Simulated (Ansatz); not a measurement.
# Dielectric response of BeS (110) films, part 2 of 2

Wanted: ε of zincblende BeS (110) by finite fields on slabs, and the band edges against the vacuum where run.

Ansatz 0.2.0; plane-wave DFT, PBEsol, Ansatz PAW (set soft_1); PAW set soft_1 (the session's first sound run).

So far, gap on the k-mesh (eV): step 2 (relaxing the film, 10 atoms, units 5) 2.56; step 10 (relaxation, 16 atoms, units 8) 2.72; step 11 (single point on the relaxed film, 16 atoms, units 8) 2.72; step 12 (atoms held, 16 atoms, units 8, field 0.1 V/Å) 2.63; step 13 (single point, 16 atoms, units 8, field -0.1 V/Å) 2.63.

## Step 15: Relaxation, 24 atoms, units 12

This step: plane-wave DFT, PBEsol, Ansatz PAW (set soft_1); PAW set soft_1 (Ansatz 0.2.0).

System of this step: BeS (110), 12 units. The cell holds 24 atoms: 12 Be and 12 S. Its edges and angles: a = 3.444 Å, b = 4.870 Å, c = 36.940 Å, α = 90.0°, β = 90.0°, γ = 90.0°. It derives from BeS (zincblende BeS). Vacuum lies along c.

File input.yaml:

```yaml
crystal:
  lattice:
    - [3.44361002, 0.0, 0.0]
    - [0.0, 4.87, 0.0]
    - [0.0, 0.0, 36.9398551341]
  atoms:
    - { symbol: Be, position: [0.5, 0.5, 0.2436392879] }
    - { symbol: S, position: [0.0, 0.75, 0.2436392879] }
    - { symbol: Be, position: [0.0, 0.0, 0.2902503265] }
    - { symbol: S, position: [0.5, 0.25, 0.2902503265] }
    - { symbol: Be, position: [0.5, 0.5, 0.336861365] }
    - { symbol: S, position: [0.0, 0.75, 0.336861365] }
    - { symbol: Be, position: [0.0, 0.0, 0.3834724036] }
    - { symbol: S, position: [0.5, 0.25, 0.3834724036] }
    - { symbol: Be, position: [0.5, 0.5, 0.4300834422] }
    - { symbol: S, position: [0.0, 0.75, 0.4300834422] }
    - { symbol: Be, position: [0.0, 0.0, 0.4766944807] }
    - { symbol: S, position: [0.5, 0.25, 0.4766944807] }
    - { symbol: Be, position: [0.5, 0.5, 0.5233055193] }
    - { symbol: S, position: [0.0, 0.75, 0.5233055193] }
    - { symbol: Be, position: [0.0, 0.0, 0.5699165578] }
    - { symbol: S, position: [0.5, 0.25, 0.5699165578] }
    - { symbol: Be, position: [0.5, 0.5, 0.6165275964] }
    - { symbol: S, position: [0.0, 0.75, 0.6165275964] }
    - { symbol: Be, position: [0.0, 0.0, 0.663138635] }
    - { symbol: S, position: [0.5, 0.25, 0.663138635] }
    - { symbol: Be, position: [0.5, 0.5, 0.7097496735] }
    - { symbol: S, position: [0.0, 0.75, 0.7097496735] }
    - { symbol: Be, position: [0.0, 0.0, 0.7563607121] }
    - { symbol: S, position: [0.5, 0.25, 0.7563607121] }
kpoints:
  mp_grid: { grid: [8, 6, 1] }
hamiltonian:
  xc: pbesol
  pseudopotentials: { kind: paw, azcp: { folder: soft_1 }, xc_functional: pbe }
scf:
  occupations: { method: fixed }
  convergence: { dr2_threshold: 1.0e-09 }
efield:
  axis: 3
  dipole_correction: true
  ramp_position: 0.97
  ramp_width: 0.06
relax:
  f_tol: 0.003
  max_steps: 100
output:
  write_potential: true
  write_density: true
  volumetric_format: npy
```

On the command line:

```bash
$ ansatz run input.yaml --threads 4 --pin off --max-ram 8192MiB --backend cpu --events-out ev --progress --plain --runs-dir out
```

Wall time 2.1 min (4 threads of Arm Neoverse V2, shared host); peak memory 1.5 GiB.

The steps of the relaxation:

| step | energy less that of the first step (eV) | largest force component (eV/Å) |
| --- | --- | --- |
| 1 | 0.0000 | 1.6879 |
| 2 | -0.7876 | 0.8890 |
| 3 | -1.0961 | 0.2999 |
| 4 | -1.1516 | 0.0324 |
| 5 | -1.1526 | 0.0307 |
| 6 | -1.1530 | 0.0034 |
| 7 | -1.1530 | 0.0004 |

The run keeps the 2 symmetry operations that it works with, so distortions that break them were not tested.

The atoms that moved most (Å):

| atom | dx | dy | dz | length |
| --- | --- | --- | --- | --- |
| Be23 | 0.000 | 0.298 | -0.487 | 0.571 |
| Be1 | 0.000 | 0.298 | 0.487 | 0.571 |
| S4 | 0.000 | -0.043 | 0.075 | 0.087 |
| S22 | 0.000 | -0.043 | -0.075 | 0.087 |
| Be5 | 0.000 | -0.028 | 0.073 | 0.078 |
| Be19 | 0.000 | -0.028 | -0.073 | 0.078 |
| S8 | 0.000 | -0.034 | 0.046 | 0.057 |
| S18 | 0.000 | -0.034 | -0.046 | 0.057 |

The relaxed structure:

```cif
data_structure
_symmetry_space_group_name_H-M 'P 1'
_symmetry_Int_Tables_number 1
_cell_length_a 3.4436
_cell_length_b 4.8700
_cell_length_c 36.9399
_cell_angle_alpha 90.000
_cell_angle_beta 90.000
_cell_angle_gamma 90.000
_cell_volume 619.50
loop_
_atom_site_label
_atom_site_type_symbol
_atom_site_fract_x
_atom_site_fract_y
_atom_site_fract_z
_atom_site_occupancy
Be1 Be 0.50000 0.56123 0.25682 1
S2 S 0.00000 0.75388 0.24366 1
Be3 Be 0.00000 0.99229 0.29062 1
S4 S 0.50000 0.24127 0.29229 1
Be5 Be 0.50000 0.49428 0.33883 1
S6 S 0.00000 0.74484 0.33816 1
Be7 Be 0.00000 0.99391 0.38447 1
S8 S 0.50000 0.24299 0.38472 1
Be9 Be 0.50000 0.49446 0.43083 1
S10 S 0.00000 0.74330 0.43072 1
Be11 Be 0.00000 0.99433 0.47689 1
S12 S 0.50000 0.24324 0.47695 1
Be13 Be 0.50000 0.49433 0.52311 1
S14 S 0.00000 0.74324 0.52305 1
Be15 Be 0.00000 0.99446 0.56917 1
S16 S 0.50000 0.24330 0.56928 1
Be17 Be 0.50000 0.49391 0.61553 1
S18 S 0.00000 0.74299 0.61528 1
Be19 Be 0.00000 0.99428 0.66117 1
S20 S 0.50000 0.24484 0.66184 1
Be21 Be 0.50000 0.49229 0.70938 1
S22 S 0.00000 0.74127 0.70771 1
Be23 Be 0.00000 0.06123 0.74318 1
S24 S 0.50000 0.25388 0.75634 1
```

Running mean over 1.722 Å of the planar mean; the ramp of the sawtooth is left out. The electron's electrostatic potential energy less the highest filled level by z:

| z (Å) | electron's electrostatic potential energy less the highest filled level (eV) |
| --- | --- |
| 4 | 6.49 |
| 5 | 6.49 |
| 6 | 6.48 |
| 7 | 6.32 |
| 8 | 3.74 |
| 9 | -1.54 |
| 10 | -3.44 |
| 11 | -3.04 |
| 12 | -2.78 |
| 13 | -2.83 |
| 14 | -2.82 |
| 15 | -2.88 |
| 16 | -2.82 |
| 17 | -2.87 |
| 18 | -2.85 |
| 19 | -2.84 |
| 20 | -2.87 |
| 21 | -2.81 |
| 22 | -2.88 |
| 23 | -2.82 |
| 24 | -2.83 |
| 25 | -2.78 |
| 26 | -3.08 |
| 27 | -3.37 |
| 28 | -1.33 |
| 29 | 4.04 |
| 30 | 6.35 |
| 31 | 6.48 |
| 32 | 6.49 |
| 33 | 6.49 |

The relaxation took 7 steps and lowered the energy by 1.2 eV; the largest force on the free atoms ends at 4.1e-4 eV/Å.

The gap is 2.69 eV, with the valence edge 6.49 eV and the conduction edge 3.80 eV under the upper vacuum level.

## Step 16: Comparing the runs

Times are for 4 threads of Arm Neoverse V2, shared host. Results by setting:

| no. | units | gap by band count (eV) | ionisation energy, upper face (eV) | electron affinity, upper face (eV) | time | memory (GiB) |
| --- | --- | --- | --- | --- | --- | --- |
| 1 | 5 | 2.558 | 6.549 | 3.991 | 27 s | 0.75 |
| 2 | 8 | 2.722 | 6.505 | 3.783 | 54 s | 1.0 |
| 3 | 12 | 2.690 | 6.487 | 3.796 | 2.1 min | 1.5 |

The valence density, planar mean (5) oscillates, so the rows of the table below give means over windows of 1 Å about each position, cut where the curve ends. Its maxima inside the range that stand out by 2 % of the span (Å: e/Å³): 9.3: 0.291, 10.4: 0.301, 12.7: 0.290, 14.5: 0.301, 15.6: 0.291. Its minima: 9.8: 0.256, 11.6: 0.253, 13.3: 0.253, 15.1: 0.256.

The runs together. Valence density, planar mean against z; means over each step:

| z (Å) | 5 (e/Å³) | 8 (e/Å³) | 12 (e/Å³) |
| --- | --- | --- | --- |
| 5 | 1.2e-5 | 1.1e-5 | 1.0e-5 |
| 6 | 2.5e-4 | 2.4e-4 | 2.1e-4 |
| 7 | 0.00580 | 0.00549 | 0.00495 |
| 8 | 0.0962 | 0.0920 | 0.0857 |
| 9 | 0.268 | 0.265 | 0.263 |
| 10 | 0.277 | 0.275 | 0.275 |
| 11 | 0.286 | 0.288 | 0.289 |
| 12 | 0.276 | 0.278 | 0.277 |
| 13 | 0.273 | 0.274 | 0.276 |
| 14 | 0.290 | 0.286 | 0.285 |
| 15 | 0.274 | 0.274 | 0.273 |
| 16 | 0.259 | 0.287 | 0.288 |
| 17 | 0.0752 | 0.273 | 0.274 |
| 18 | 0.00409 | 0.279 | 0.280 |
| 19 | 1.8e-4 | 0.285 | 0.282 |
| 20 | 8.3e-6 | 0.276 | 0.273 |
| 21 | 4.1e-7 | 0.269 | 0.289 |
| 22 | 0 | 0.102 | 0.274 |
| 23 | 0 | 0.00637 | 0.283 |
| 24 | 0 | 2.8e-4 | 0.277 |

## Step 17: The relaxed film, single point, 24 atoms, units 12

File input.yaml:

```yaml
crystal:
  lattice:
    - [3.44361002, 0.0, 0.0]
    - [0.0, 4.87, 0.0]
    - [0.0, 0.0, 36.9398551341]
  atoms:
    - { symbol: Be, position: [0.5, 0.5612265987, 0.2568183024] }
    - { symbol: S, position: [0.0, 0.7538765785, 0.2436640762] }
    - { symbol: Be, position: [0.0, -0.007710929, 0.2906183492] }
    - { symbol: S, position: [0.5, 0.2412652573, 0.2922904853] }
    - { symbol: Be, position: [0.5, 0.4942765627, 0.3388302973] }
    - { symbol: S, position: [0.0, 0.7448388628, 0.3381622119] }
    - { symbol: Be, position: [0.0, -0.0060926778, 0.3844746168] }
    - { symbol: S, position: [0.5, 0.2429929221, 0.3847175751] }
    - { symbol: Be, position: [0.5, 0.4944619284, 0.4308258561] }
    - { symbol: S, position: [0.0, 0.7432963492, 0.4307241793] }
    - { symbol: Be, position: [0.0, -0.0056686606, 0.4768925312] }
    - { symbol: S, position: [0.5, 0.2432371536, 0.4769495026] }
    - { symbol: Be, position: [0.5, 0.4943313437, 0.5231074702] }
    - { symbol: S, position: [0.0, 0.7432371561, 0.5230504956] }
    - { symbol: Be, position: [0.0, -0.0055380598, 0.5691741449] }
    - { symbol: S, position: [0.5, 0.2432963575, 0.5692758195] }
    - { symbol: Be, position: [0.5, 0.4939073359, 0.6155253837] }
    - { symbol: S, position: [0.0, 0.7429929332, 0.6152824252] }
    - { symbol: Be, position: [0.0, -0.0057234261, 0.6611697029] }
    - { symbol: S, position: [0.5, 0.2448388719, 0.6618377886] }
    - { symbol: Be, position: [0.5, 0.4922890794, 0.709381651] }
    - { symbol: S, position: [0.0, 0.7412652662, 0.7077095146] }
    - { symbol: Be, position: [0.0, 0.0612266076, 0.7431816974] }
    - { symbol: S, position: [0.5, 0.2538765884, 0.7563359231] }
kpoints:
  mp_grid: { grid: [8, 6, 1] }
hamiltonian:
  xc: pbesol
  pseudopotentials: { kind: paw, azcp: { folder: soft_1 }, xc_functional: pbe }
scf:
  occupations: { method: fixed }
  convergence: { dr2_threshold: 1.0e-09 }
efield:
  axis: 3
  dipole_correction: true
  ramp_position: 0.97
  ramp_width: 0.06
output:
  eigenvalues: true
  dos: { projected: true, e_range: [-7, 7] }
  write_potential: true
  write_density: true
  volumetric_format: npy
checkpoint:
  write: end12.run
  compress: false
  write_wavefunctions: false
```

The job ended after 35 s (4 threads; peak memory 1.7 GiB).

Running mean over 1.722 Å of the planar mean; the ramp of the sawtooth is left out. Electron's electrostatic potential energy less the highest filled level against z:

(Unchanged from step 15.)

The gap is 2.69 eV, with the valence edge 6.49 eV and the conduction edge 3.80 eV under the upper vacuum level.

## Step 18: Single point, 24 atoms, units 12, field 0.1 V/Å

input.yaml: that of step 17 with these lines changed.

```diff
@@ -37,3 +37,3 @@
   occupations: { method: fixed }
-  convergence: { dr2_threshold: 1.0e-09 }
+  convergence: { dr2_threshold: 1.0e-10 }
 efield:
@@ -41,7 +41,6 @@
   dipole_correction: true
-  ramp_position: 0.97
-  ramp_width: 0.06
+  ramp_position: 0.9661
+  ramp_width: 0.0677
+  amplitude: 0.1
 output:
-  eigenvalues: true
-  dos: { projected: true, e_range: [-7, 7] }
   write_potential: true
@@ -49,5 +48 @@
   volumetric_format: npy
-checkpoint:
-  write: end12.run
-  compress: false
-  write_wavefunctions: false
```

Wall time 37 s (4 threads); peak memory 1.7 GiB; 2.4 min of CPU time.

The dipole is 0.160 e·Å, and the gap on the mesh 2.492 eV.

## Step 19: Atoms held, 24 atoms, units 12, field -0.1 V/Å

input.yaml: that of step 18 with these lines changed.

```diff
@@ -43,3 +43,3 @@
   ramp_width: 0.0677
-  amplitude: 0.1
+  amplitude: -0.1
 output:
```

Wall time 37 s (4 threads); peak memory 1.7 GiB; 2.4 min of CPU time.

The dipole is -0.160 e·Å, and the gap on the mesh 2.492 eV.

## Step 20: Response with the atoms held, 24 atoms, units 12

This step: plane-wave DFT, PBEsol, Ansatz PAW (set soft_1); response to a field along the normal, atoms held; PAW set soft_1 (Ansatz 0.2.0).

Local field over the applied field, running mean. From the potentials at -0.1 and 0.1 V/Å; running mean over 1.722 Å, taken twice. Table of local field over applied field by z:

z (Å), local field over applied field and a bar from the least value:
```
        5      0.998 ##############################
        6      0.979 #############################
        7      0.865 #########################
        8      0.576 ###############
        9      0.273 ####
       10      0.170 
       11      0.182 
       12      0.183 
       13      0.182 
       14      0.185 #
       15      0.186 #
       16      0.186 #
       17      0.187 #
       18      0.187 #
       19      0.187 #
       20      0.187 #
       21      0.186 #
       22      0.186 #
       23      0.185 #
       24      0.182 
       25      0.183 
       26      0.181 
       27      0.171 
       28      0.287 ####
       29      0.597 ###############
       30      0.877 ##########################
       31      0.981 #############################
       32      0.998 ##############################
```

The induced dipole is that of a conductor 17.27 Å thick.

## Step 21: Field on, atoms free, 24 atoms, units 12, field 0.05 V/Å

This step: plane-wave DFT, PBEsol, Ansatz PAW (set soft_1); PAW set soft_1 (Ansatz 0.2.0).

The same pair of relaxations in the field for this thickness.

input.yaml: that of step 19 with these lines changed.

```diff
@@ -41,5 +41,8 @@
   dipole_correction: true
-  ramp_position: 0.9661
-  ramp_width: 0.0677
-  amplitude: -0.1
+  ramp_position: 0.97
+  ramp_width: 0.06
+  amplitude: 0.05
+relax:
+  f_tol: 0.0006
+  max_steps: 70
 output:
```

Elapsed: 76 s, on 4 threads; peak memory 1.4 GiB.

No atom moved by 0.005 Å in the relaxation.

The relaxation took 4 steps and lowered the energy by 1.2e-4 eV; the largest force on the free atoms ends at 4.9e-4 eV/Å.

The dipole is 0.0849 e·Å, and the gap on the mesh 2.628 eV.

## Step 22: Field on, atoms free, 24 atoms, units 12, field -0.05 V/Å

input.yaml: that of step 21 with these lines changed.

```diff
@@ -43,3 +43,3 @@
   ramp_width: 0.06
-  amplitude: 0.05
+  amplitude: -0.05
 relax:
```

Run time: 81 s. Hardware: 4 threads; peak memory 1.4 GiB; 5.3 min of CPU time.

Hardly anything moved in the relaxation; the energy changed by under 0.2 meV an atom.

The relaxation took 4 steps and lowered the energy by 1.2e-4 eV; the largest force on the free atoms ends at 2.4e-4 eV/Å.

The dipole is -0.0849 e·Å, and the gap on the mesh 2.628 eV.

## Step 23: Response with the atoms relaxed, 24 atoms, units 12

This step: plane-wave DFT, PBEsol, Ansatz PAW (set soft_1); response to a field along the normal, atoms relaxed; PAW set soft_1 (Ansatz 0.2.0).

This step gave:

```yaml
equivalent_conductor_thickness_p_eps_0ae: 18.32 Å
inner_field_over_outer_field: 0.1379
local_eps_in_the_middle: 7.251
```

Local field over the applied field, running mean. From the potentials at -0.05 and 0.05 V/Å; running mean over 1.722 Å, taken twice. Table of local field over applied field by z:

| z (Å) | local field over applied field |
| --- | --- |
| 5 | 0.998 |
| 6 | 0.977 |
| 7 | 0.839 |
| 8 | 0.588 |
| 9 | 0.250 |
| 10 | 0.0533 |
| 11 | 0.125 |
| 12 | 0.162 |
| 13 | 0.143 |
| 14 | 0.128 |
| 15 | 0.138 |
| 16 | 0.140 |
| 17 | 0.136 |
| 18 | 0.138 |
| 19 | 0.138 |
| 20 | 0.137 |
| 21 | 0.141 |
| 22 | 0.138 |
| 23 | 0.128 |
| 24 | 0.144 |
| 25 | 0.163 |
| 26 | 0.118 |
| 27 | 0.0519 |
| 28 | 0.270 |
| 29 | 0.608 |
| 30 | 0.852 |
| 31 | 0.980 |
| 32 | 0.998 |

The induced dipole is that of a conductor 18.32 Å thick.

## Step 24: Electronic ε from the series

This step: plane-wave DFT, PBEsol, Ansatz PAW (set soft_1); permittivity from the thickness series, atoms held; PAW set soft_1 (Ansatz 0.2.0).

Each added layer adds t(1 − 1/ε) to the dipole term, so the slope against thickness gives ε without a choice of where the film ends.

This step gave:

| Item | Value |
| --- | --- |
| slope | 0.8132 |
| intercept of the fit | 1.873 Å |
| ε of the interior | 5.355 |

The equivalent conductor thickness by distance between the outer atoms:

| distance between the outer atoms (Å) | equivalent conductor thickness (Å) |
| --- | --- |
| 7.00 | 7.56 |
| 12.12 | 11.7 |
| 18.94 | 17.3 |

By hand, from the thinnest and the thickest film: slope = (17.273 − 7.564) / (18.938 − 7.000) = 0.813, so ε = 1/(1 − 0.813) = 5.36.

## Step 25: Static ε from the series

This step: plane-wave DFT, PBEsol, Ansatz PAW (set soft_1); permittivity from the thickness series, atoms relaxed; PAW set soft_1 (Ansatz 0.2.0).

The same fit for the relaxed films. The nearer its slope lies to 1, the more ε hangs on small errors.

This step gave:

```
slope                : 0.8613
intercept of the fit : 2.010 Å
ε of the interior    : 7.208
```

The equivalent conductor thickness by distance between the outer atoms:

| distance between the outer atoms (Å) | equivalent conductor thickness (Å) |
| --- | --- |
| 7.00 | 8.04 |
| 18.94 | 18.3 |

By hand, from the thinnest and the thickest film: slope = (18.321 − 8.039) / (18.938 − 6.999) = 0.861, so ε = 1/(1 − 0.861) = 7.21. One nm of such a film has the capacitance of 3.9/7.21 = 0.54 nm of SiO₂ (its equivalent oxide thickness).

## Step 26: A changed input

This step: plane-wave DFT, PBEsol, Ansatz PAW (set soft_1) (Ansatz 0.2.0).

System of this step: BeS (110), 5 units. The cell holds 10 atoms: 5 Be and 5 S. Its edges and angles: a = 3.444 Å, b = 4.870 Å, c = 24.887 Å, α = 90.0°, β = 90.0°, γ = 90.0°. It derives from BeS (zincblende BeS). Vacuum lies along c.

A run with a changed input: it repeats the earlier run at 0.1 V/Å, 5 units with basis.ecutwfc to 300 eV.

input.yaml, the sections that differ from step 22:

```yaml
crystal:
  lattice:
    - [3.44361002, 0.0, 0.0]
    - [0.0, 4.87, 0.0]
    - [0.0, 0.0, 24.8872200488]
  atoms:
    - { symbol: Be, position: [0.5, 0.5527433998, 0.3787817926] }
    - { symbol: S, position: [0.0, 0.7454396084, 0.3593753287] }
    - { symbol: Be, position: [0.0, -0.0169625205, 0.4292308551] }
    - { symbol: S, position: [0.5, 0.2323123172, 0.4313043791] }
    - { symbol: Be, position: [0.5, 0.4852950975, 0.5000000005] }
    - { symbol: S, position: [0.0, 0.7376390895, 0.4999999989] }
    - { symbol: Be, position: [0.0, -0.0169624653, 0.5707691441] }
    - { symbol: S, position: [0.5, 0.2323123654, 0.5686956191] }
    - { symbol: Be, position: [0.5, 0.5527434391, 0.6212182089] }
    - { symbol: S, position: [0.0, 0.7454396688, 0.640624673] }
efield:
  axis: 3
  dipole_correction: true
  ramp_position: 0.952
  ramp_width: 0.0959
  amplitude: 0.1
basis:
  ecutwfc: "300 eV"
# kpoints, hamiltonian, scf, output: as in step 22
# relax: removed
```

It took 4.6 s on 4 threads; peak memory 0.53 GiB.

| quantity | this run | earlier run | difference |
| --- | --- | --- | --- |
| dipole along the normal (e·Å) | 0.07007 | 0.07011 | -3.3e-5 |
| gap on the k-mesh (eV) | 2.560 | 2.553 | 0.0077 |

Nothing in the table moves by 0.01 in its unit (for the dipole 0.5 % and 5e-5 e·Å).

The change did no harm here.

## Step 27: A changed input

Another changed input: it repeats the earlier run at 0.1 V/Å, 5 units with scf.mixing.algorithm to broyden, scf.mixing.beta to 0.2 and scf.mixing.ndim to 8.

input.yaml: that of step 26 with these lines changed.

```diff
@@ -24,2 +24,3 @@
   convergence: { dr2_threshold: 1.0e-10 }
+  mixing: { algorithm: broyden, beta: 0.2, ndim: 8 }
 efield:
@@ -34,3 +35 @@
   volumetric_format: npy
-basis:
-  ecutwfc: "300 eV"
```

The job ended after 9.1 s (4 threads; peak memory 0.76 GiB; 35 s of CPU time).

Numbers from this step:

| Quantity | Value |
| --- | --- |
| gap on the k-mesh | 2.553 eV |
| dipole along the normal | 0.07011 e·Å |

| quantity | this run | earlier run | difference |
| --- | --- | --- | --- |
| dipole along the normal (e·Å) | 0.07011 | 0.07011 | 5.5e-6 |
| gap on the k-mesh (eV) | 2.553 | 2.553 | -1.8e-6 |

Nothing in the table moves by 0.01 in its unit (for the dipole 0.5 % and 5e-5 e·Å). The run took 17 SCF cycles against 12.

## Step 28: Summary of results

* electronic ε from the thickness series: 5.35
* static ε from the thickness series: 7.21
* local electronic ε, middle of 12 units: 5.35

In words: The films give an electronic ε of 5.35 and a static ε of 7.21. The slope of the series and the field inside the thickest film give 5.35 and 5.35, in agreement. Ions raise ε from 5.35 to 7.21. The static value rests on two thicknesses alone. The in-plane lattice constants are held at typed bulk values. Semilocal functionals tend to overestimate the electronic ε a little.

[Logs are printed without paths, hosts, clocks, repeated set-up lines and the standing remarks that a program may print on its own settings, such as how far it seeks lower states.]

[Hosts, paths, dates, database ids (printed as entryN), source tags and the programs' standing remarks are cut or masked in the printed files.]

[Maps of the electrostatic potential energy from Ansatz leave out the sawtooth potential of an applied field or a dipole correction, so their vacuum need not be flat; planar profiles and work functions include it.]
